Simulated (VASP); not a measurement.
# PtSe2 (P-3m1) in VASP: notebook, part 2 of 3

VASP 6.6.1.

### Step 3. Relaxation of cell and atoms, LDA

INCAR

```
PREC = Accurate ; ENCUT = 600
EDIFF = 1E-7 ; ISMEAR = 0
SIGMA = 0.02 ; LREAL = F
LASPH = T ; NELM = 100
ALGO = Normal ; ISIF = 3
LWAVE = F ; LCHARG = F
GGA = CA ; IBRION = 2
NSW = 90 ; EDIFFG = -0.005
```

KPOINTS

```
regular mesh
0
Gamma
  9 9 6
```

POSCAR

```
PtSe2
1.0
    3.7173065500      0.0000000000      0.0000000000
   -1.8586532700      3.2192819000      0.0000000000
    0.0000000000      0.0000000000      5.8200740200
Pt Se
1 2
Direct
    0.0000000000      0.0000000000      0.0000000000
    0.6666666700      0.3333333300      0.7746118400
    0.3333333300      0.6666666700      0.2253881600
```

Potentials or basis: VASP PAW LDA potentials, release 64 (Pt, Se).

Launch:

```bash
$ cat potpaw_LDA.64/Pt/POTCAR potpaw_LDA.64/Se/POTCAR > POTCAR
$ mpirun -np 1 vasp_std > vasp.out
```

OUTCAR:

```text
PREC = Accurate
   ENCUT = 600
   EDIFF = 1E-7
   ISMEAR = 0
   LREAL = F
   LASPH = T
   NELM = 100
   ISIF = 3
   GGA = CA
   IBRION = 2
   NSW = 90
   EDIFFG = -0.005

 ion  position               nearest neighbor table
   1  0.000  0.000  0.000-   2 2.52   3 2.52   3 2.52   2 2.52   2 2.52   3 2.52
   2  0.667  0.333  0.775-   1 2.52   1 2.52   1 2.52
   3  0.333  0.667  0.225-   1 2.52   1 2.52   1 2.52

  LATTYP: Found a hexagonal cell.
 ALAT       =     3.7173065500
 C/A-ratio  =     1.5656696433

  Lattice vectors:

 A1 = (   3.7173065500,   0.0000000000,   0.0000000000)
 A2 = (  -1.8586532700,   3.2192819000,   0.0000000000)
 A3 = (   0.0000000000,   0.0000000000,   5.8200740200)

Analysis of symmetry for initial positions (statically):
=====================================================================
 Subroutine PRICEL returns:
 Original cell was already a primitive cell.

 Routine SETGRP: Setting up the symmetry group for a
 hexagonal supercell.

 Subroutine GETGRP returns: Found 12 space group operations
 (whereof 12 operations were pure point group operations)
 out of a pool of 24 trial point group operations.

The static configuration has the point symmetry D_3d.

Analysis of symmetry for dynamics (positions and initial velocities):
=====================================================================
[... 176 lines left out ...]
      3      -1.6297      2.00000
      4      -1.2011      2.00000
      5      -1.2011      2.00000
      6       1.0855      2.00000
      7       1.0855      2.00000
      8       2.4421      2.00000
      9       3.9931      2.00000
     10       3.9931      2.00000
     11       4.5155      2.00000
     12       6.7690      0.00000
     13       6.7690      0.00000
     14       8.5292      0.00000
[... 519 lines left out ...]
  FREE ENERGIE OF THE ION-ELECTRON SYSTEM (eV)
  ---------------------------------------------------
  free  energy   TOTEN  =       -16.9542136997 eV

  energy  without entropy=      -16.9542136997  energy(sigma->0) =      -16.95421370

[... ionic steps 4 to 22 ...]

--------------------------------------- Ionic step       23  -------------------------------------------

 number of electron      22.0000003 magnetization

------------------------ aborting loop because EDIFF is reached ----------------------------------------
[... 69 lines left out ...]
--------------------------------------- Ionic step       25  -------------------------------------------

 number of electron      22.0000003 magnetization

 Free energy of the ion-electron system (eV)
  ---------------------------------------------------
  ext. energy  EPLUGINS =         0.00000000
  ---------------------------------------------------
  free energy    TOTEN  =       -17.09122953 eV

  energy without entropy =      -17.09095275  energy(sigma->0) =      -17.09109114

 E-fermi :   7.0649     XC(G=0): -11.1989

 val. band max:        7.0259320996   @ k =   0.3333   0.3333   0.0000
 cond. band min:       7.0679233602   @ k =  -0.1111   0.4444   0.1667
 fundamental gap:      0.0419912606
 Fermi energy:         7.0649464495

 k-point     1 :       0.0000    0.0000    0.0000
  band No.  band energies     occupation
      1      -8.8424      2.00000
      2      -5.5546      2.00000
      3      -0.2648      2.00000
      4       0.6018      2.00000
      5       0.6018      2.00000
      6       3.1443      2.00000
      7       3.1443      2.00000
      8       4.5665      2.00000
      9       6.0395      2.00000
     10       6.0395      2.00000
     11       7.9123      0.00000
     12       8.1578      0.00000
     13       8.1578      0.00000
     14      10.2282      0.00000
[... 445 lines left out ...]
  FREE ENERGIE OF THE ION-ELECTRON SYSTEM (eV)
  ---------------------------------------------------
  free  energy   TOTEN  =       -17.0912295273 eV

  energy  without entropy=      -17.0909527495  energy(sigma->0) =      -17.09109114

 reached required accuracy - stopping structural energy minimisation
```

CONTCAR:

```text
PtSe2
   1.00000000000000
     3.7437623147264754    0.0000000000166596   -0.0000000000000004
    -1.8718811523132255    3.2421932642446034    0.0000000000000005
    -0.0000000000000006    0.0000000000000007    4.7651940019351242
  Pt              Se
     1     2
Direct
     0.0000000000000000    0.0000000000000000    0.0000000000000000
     0.6666666699999979    0.3333333300000021    0.7348192273273210
     0.3333333300000021    0.6666666699999979    0.2651807726726790

  0.00000000E+00  0.00000000E+00  0.00000000E+00
  0.00000000E+00  0.00000000E+00  0.00000000E+00
  0.00000000E+00  0.00000000E+00  0.00000000E+00
```

Run time: 13 min. Hardware: 1 thread of Intel Xeon Platinum 8259CL at 2.50GHz (Skylake/Cascade Lake), shared host; peak memory 0.26 GiB.

Results:

- Free energy: -17.0912 eV
- Relaxed volume: 19.28 Å³/atom
- Relaxed cell: a = 3.744 Å, b = 3.744 Å, c = 4.765 Å, α = 90.00°, β = 90.00°, γ = 120.00°
- Space group after relaxing (to 0.05 Å): P-3m1 (No. 164)
- Energy gained by relaxing: 54.8 meV/atom
- Ionic steps: 25
- Pressure after relaxing: 0.0 GPa
- Largest force after relaxing: 0.004 eV/Å
- Band gap on the k mesh: none (metal or under the smearing width)

Forces on the atoms (eV/Å):
```
Pt   0.000  0.000  0.000
Se   0.000  0.000 -0.004
Se   0.000  0.000  0.004
```

The path:
```
step  energy change (eV)  largest force (eV/Å)  pressure (GPa)  volume (Å³)
   1              0.0000                0.3487           -3.78        69.65
   2              0.0551                1.0344            7.47        64.28
   3             -0.0275                0.1161           -0.14        67.60
   4             -0.0275                0.1259           -0.06        67.56
   5             -0.0326                0.1514           -0.10        67.27
   6             -0.0463                0.2320           -0.17        66.36
   7             -0.0664                0.4113           -0.20        64.46
   8             -0.0741                0.8276            0.53        60.35
   9             -0.0757                0.8124            0.44        60.27
  10             -0.0799                0.7664            0.16        60.02
  11             -0.0854                0.6723           -0.32        59.53
  12             -0.0824                0.4819           -1.13        58.51
  13             -0.0860                0.5990           -0.65        59.12
  14             -0.0920                0.5786           -0.60        59.05
  15             -0.1084                0.5182           -0.40        58.85
  16             -0.1352                0.3986           -0.01        58.44
  17             -0.1625                0.1476            0.78        57.62
  18             -0.1633                0.0761            1.01        57.42
  19             -0.1633                0.0889            0.96        57.46
  20             -0.1644                0.0381           -0.29        57.88
  21             -0.1645                0.0072            0.01        57.78
  22             -0.1645                0.0054            0.03        57.77
  23             -0.1645                0.0044            0.03        57.78
  24             -0.1645                0.0017            0.02        57.80
  25             -0.1645                0.0036            0.01        57.84
```

Final structure:
```yaml
crystal:
  lattice:
    - [3.74376, 0.00000, 0.00000]
    - [-1.87188, 3.24219, 0.00000]
    - [0.00000, 0.00000, 4.76519]
  atoms:
    - { symbol: Pt, position: [0.00000, 0.00000, 0.00000] }
    - { symbol: Se, position: [0.66667, 0.33333, 0.73482] }
    - { symbol: Se, position: [0.33333, 0.66667, 0.26518] }
```

Caveat: the volume moved by over 15 % at a fixed basis, so the end points are rough. Spin-orbit coupling is left out, which matters for the levels of Pt.

### Step 4. Relaxation of cell and atoms, PBE

INCAR: that of step 3 with these lines changed.

```diff
@@ -6,3 +6,3 @@
 LWAVE = F ; LCHARG = F
-GGA = CA ; IBRION = 2
+GGA = PE ; IBRION = 2
 NSW = 90 ; EDIFFG = -0.005
```

KPOINTS is that of step 3.

POSCAR is that of step 3.

Potentials or basis: VASP PAW PBE potentials, release 64 (Pt, Se).

Launch:

```bash
$ cat potpaw_PBE.64/Pt/POTCAR potpaw_PBE.64/Se/POTCAR > POTCAR
$ mpirun -np 1 vasp_std > vasp.out
```

It took 15 min on 1 thread of Intel Xeon Platinum 8259CL at 2.50GHz (Skylake/Cascade Lake), shared host; peak memory 0.28 GiB.

Results (log left out):

```yaml
Free_energy: -14.3017 eV
Relaxed_volume: 26.06 Å³/atom
Relaxed_cell: a = 3.752 Å, b = 3.752 Å, c = 6.414 Å, α = 90.00°, β = 90.00°, γ = 120.00°
Space_group_after_relaxing_to_0.05_Å: P-3m1 (No. 164)
Energy_gained_by_relaxing: 6.5 meV/atom
Ionic_steps: 24
Pressure_after_relaxing: 0.0 GPa
Largest_force_after_relaxing: 0.004 eV/Å
Band_gap_on_the_k_mesh: 0.85 eV, indirect (least direct gap 1.04 eV)
```

Forces in eV/Å, atoms in the order of the input:
```
Pt   0.000  0.000  0.000
Se   0.000  0.000 -0.004
Se   0.000  0.000  0.004
```

Step by step:
```
step  energy change (eV)  largest force (eV/Å)  pressure (GPa)  volume (Å³)
   1              0.0000                0.1363            2.34        69.65
   2              0.0119                0.4785           -3.03        73.12
   3             -0.0110                0.1286           -0.01        71.04
   4             -0.0126                0.0837            0.00        71.16
   5             -0.0133                0.0247            0.03        71.33
   6             -0.0135                0.0178            0.08        71.38
   7             -0.0140                0.0034            0.25        71.54
   8             -0.0145                0.0477            0.59        71.87
   9             -0.0145                0.0474            0.58        71.88
  10             -0.0146                0.0459            0.58        71.93
  11             -0.0148                0.0434            0.55        72.02
  12             -0.0151                0.0383            0.51        72.19
  13             -0.0158                0.0285            0.44        72.54
  14             -0.0168                0.0097            0.29        73.24
  15             -0.0182                0.0232            0.04        74.64
  16             -0.0190                0.0731           -0.29        77.44
  17             -0.0191                0.0559           -0.19        76.58
  18             -0.0193                0.0306           -0.02        77.01
  19             -0.0194                0.0127            0.09        77.30
  20             -0.0195                0.0110            0.05        77.59
  21             -0.0196                0.0072           -0.03        78.13
  22             -0.0196                0.0067           -0.04        78.17
  23             -0.0196                0.0071           -0.03        78.16
  24             -0.0196                0.0042            0.03        78.18
```

Final structure:
```cif
data_structure
_symmetry_space_group_name_H-M 'P 1'
_symmetry_Int_Tables_number 1
_cell_length_a 3.7515
_cell_length_b 3.7515
_cell_length_c 6.4143
_cell_angle_alpha 90.000
_cell_angle_beta 90.000
_cell_angle_gamma 120.000
_cell_volume 78.18
loop_
_atom_site_label
_atom_site_type_symbol
_atom_site_fract_x
_atom_site_fract_y
_atom_site_fract_z
_atom_site_occupancy
Pt1 Pt 0.00000 0.00000 0.00000 1
Se1 Se 0.66667 0.33333 0.79637 1
Se2 Se 0.33333 0.66667 0.20363 1
```

Levels at points of the mesh, in eV from the valence-band top:
| k point | band 9 | band 10 | band 11 | band 12 | band 13 | band 14 |
| --- | --- | --- | --- | --- | --- | --- |
| (0.00, 0.00, 0.00) | -0.33 | -0.33 | -0.22 | 2.56 | 2.56 | 4.14 |
| (0.00, 0.00, 0.50) | -1.35 | -0.36 | -0.36 | 2.65 | 2.65 | 5.22 |

Caveat: spin-orbit coupling is left out, which moves the levels of the heavy elements; an odd mesh through Γ misses points on the zone boundary, where band edges often lie; this functional lacks dispersion, which binds the layers, so the pressure and a relaxed spacing across them are unreliable. A hybrid or GW would open this gap; PBE tends to underestimate it.

### Step 5. Relaxation of cell and atoms, PBE+D3(BJ)

INCAR: that of step 4 with these lines changed.

```diff
@@ -6,3 +6,4 @@
 LWAVE = F ; LCHARG = F
-GGA = PE ; IBRION = 2
-NSW = 90 ; EDIFFG = -0.005
+GGA = PE ; IVDW = 12
+IBRION = 2 ; NSW = 90
+EDIFFG = -0.005
```

KPOINTS is that of step 4.

POSCAR is that of step 4.

Potentials or basis: VASP PAW PBE potentials, release 64 (Pt, Se).

Launch:

```bash
$ cat potpaw_PBE.64/Pt/POTCAR potpaw_PBE.64/Se/POTCAR > POTCAR
$ mpirun -np 1 vasp_std > vasp.out
```

OUTCAR:

```text
PREC = Accurate
   ENCUT = 600
   EDIFF = 1E-7
   ISMEAR = 0
   LREAL = F
   LASPH = T
   NELM = 100
   ISIF = 3
   GGA = PE
   IVDW = 12
   IBRION = 2
   NSW = 90
   EDIFFG = -0.005
 IVDW          = 12

 ion  position               nearest neighbor table
   1  0.000  0.000  0.000-   2 2.52   3 2.52   3 2.52   2 2.52   2 2.52   3 2.52
   2  0.667  0.333  0.775-   1 2.52   1 2.52   1 2.52
   3  0.333  0.667  0.225-   1 2.52   1 2.52   1 2.52

  LATTYP: Found a hexagonal cell.
 ALAT       =     3.7173065500
 C/A-ratio  =     1.5656696433

  Lattice vectors:

 A1 = (   3.7173065500,   0.0000000000,   0.0000000000)
 A2 = (  -1.8586532700,   3.2192819000,   0.0000000000)
[... 744 lines left out ...]

--------------------------------------- Ionic step       32  -------------------------------------------

 number of electron      22.0000003 magnetization

------------------------ aborting loop because EDIFF is reached ----------------------------------------
[... 77 lines left out ...]
--------------------------------------- Ionic step       34  -------------------------------------------

 number of electron      22.0000003 magnetization

 Free energy of the ion-electron system (eV)
  ---------------------------------------------------
  ext. energy  EPLUGINS =         0.00000000
  ---------------------------------------------------
  free energy    TOTEN  =       -14.19562032 eV

  energy without entropy =      -14.19531123  energy(sigma->0) =      -14.19546578

 E-fermi :   6.7347     XC(G=0): -10.8254

 val. band max:        6.6846374909   @ k =   0.3333   0.3333   0.0000
 cond. band min:       6.7391903910   @ k =  -0.1111   0.4444   0.1667
 fundamental gap:      0.0545529001
 Fermi energy:         6.7347017029

 k-point     1 :       0.0000    0.0000    0.0000
  band No.  band energies     occupation
      1      -8.9501      2.00000
      2      -5.8561      2.00000
      3      -0.4033      2.00000
      4       0.4940      2.00000
      5       0.4940      2.00000
      6       2.9253      2.00000
      7       2.9253      2.00000
      8       4.2381      2.00000
      9       5.7153      2.00000
     10       5.7153      2.00000
     11       7.5007      0.00000
     12       7.7837      0.00000
     13       7.7837      0.00000
     14      10.0825      0.00000
[... 449 lines left out ...]
  FREE ENERGIE OF THE ION-ELECTRON SYSTEM (eV)
  ---------------------------------------------------
  free  energy   TOTEN  =       -15.6663063003 eV

  energy  without entropy=      -15.6659972116  energy(sigma->0) =      -15.66615176

 reached required accuracy - stopping structural energy minimisation
```

Wall time 21 min (1 thread of Intel Xeon Platinum 8259CL at 2.50GHz (Skylake/Cascade Lake), shared host); peak memory 0.29 GiB.

Results:

| Property | Result |
| --- | --- |
| Free energy | -15.6663 eV |
| Relaxed volume | 19.79 Å³/atom |
| Relaxed cell | a = 3.769 Å, b = 3.769 Å, c = 4.826 Å, α = 90.00°, β = 90.00°, γ = 120.00° |
| Space group after relaxing (to 0.05 Å) | P-3m1 (No. 164) |
| Energy gained by relaxing | 48.6 meV/atom |
| Ionic steps | 34 |
| Pressure after relaxing | 0.0 GPa |
| Band gap on the k mesh | none (metal or under the smearing width) |
| Dispersion energy per atom | -0.490 eV |

Forces in eV/Å, atoms in the order of the input:
```
Pt   0.000  0.000  0.000
Se   0.000  0.000  0.002
Se   0.000  0.000 -0.002
```

Step by step:
| step | energy change (eV) | largest force (eV/Å) | pressure (GPa) | volume (Å³) |
| --- | --- | --- | --- | --- |
| 1 | 0.0000 | 0.1605 | -0.54 | 69.65 |
| 2 | -0.0084 | 0.2388 | -0.01 | 68.86 |
| 3 | -0.0253 | 0.4844 | 1.78 | 66.50 |
| 4 | -0.0125 | 1.0300 | 6.44 | 61.82 |
| 5 | -0.0264 | 0.7100 | 3.53 | 64.65 |
| 6 | -0.0274 | 0.7096 | 3.53 | 64.60 |
| 7 | -0.0305 | 0.7081 | 3.52 | 64.43 |
| 8 | -0.0364 | 0.7054 | 3.51 | 64.11 |
| 9 | -0.0478 | 0.7018 | 3.52 | 63.45 |
| 10 | -0.0690 | 0.7099 | 3.62 | 62.12 |
| 11 | -0.1013 | 0.7265 | 4.28 | 59.42 |
| 12 | 0.0256 | 0.3404 | 8.98 | 53.80 |
| 13 | -0.0878 | 0.8462 | 5.41 | 58.48 |
| 14 | -0.0805 | 0.7933 | 6.20 | 56.96 |
| 15 | -0.1129 | 0.3604 | 3.08 | 57.29 |
| 16 | -0.1156 | 0.1648 | 1.76 | 57.44 |
| 17 | -0.1157 | 0.1866 | 1.93 | 57.42 |
| 18 | -0.1229 | 0.1719 | 1.51 | 57.75 |
| 19 | -0.1375 | 0.1188 | 0.39 | 58.71 |
| 20 | -0.1409 | 0.0318 | -1.48 | 60.63 |
| 21 | -0.1430 | 0.0324 | -0.84 | 59.93 |
| 22 | -0.1448 | 0.0698 | -0.12 | 59.74 |
| 23 | -0.1449 | 0.0801 | 0.07 | 59.69 |
| 24 | -0.1452 | 0.0530 | -0.05 | 59.71 |
| 25 | -0.1453 | 0.0136 | -0.19 | 59.73 |
| 26 | -0.1455 | 0.0187 | 0.01 | 59.61 |
| 27 | -0.1455 | 0.0193 | 0.03 | 59.60 |
| 28 | -0.1455 | 0.0111 | 0.01 | 59.57 |
| 29 | -0.1456 | 0.0133 | -0.06 | 59.48 |
| 30 | -0.1457 | 0.0006 | 0.07 | 59.38 |
| 31 | -0.1457 | 0.0025 | 0.10 | 59.37 |
| 32 | -0.1457 | 0.0016 | 0.08 | 59.37 |
| 33 | -0.1457 | 0.0035 | -0.04 | 59.39 |
| 34 | -0.1457 | 0.0020 | 0.00 | 59.38 |

Final structure:
```
CELL_PARAMETERS angstrom
3.76948 0.00000 0.00000
-1.88474 3.26447 0.00000
0.00000 0.00000 4.82590
ATOMIC_POSITIONS crystal
Pt 0.00000 0.00000 0.00000
Se 0.66667 0.33333 0.73424
Se 0.33333 0.66667 0.26576
```

Levels at points of the mesh, in eV from the Fermi level:
```
           k point  band 9  band 10  band 11  band 12  band 13  band 14
(0.00, 0.00, 0.00)   -1.02    -1.02     0.77     1.05     1.05     3.35
(0.00, 0.00, 0.50)   -1.73    -1.73    -1.72     2.31     2.31     4.98
```

Spin-orbit coupling is left out, which matters for the levels of Pt.

[end of part 2 of 3]
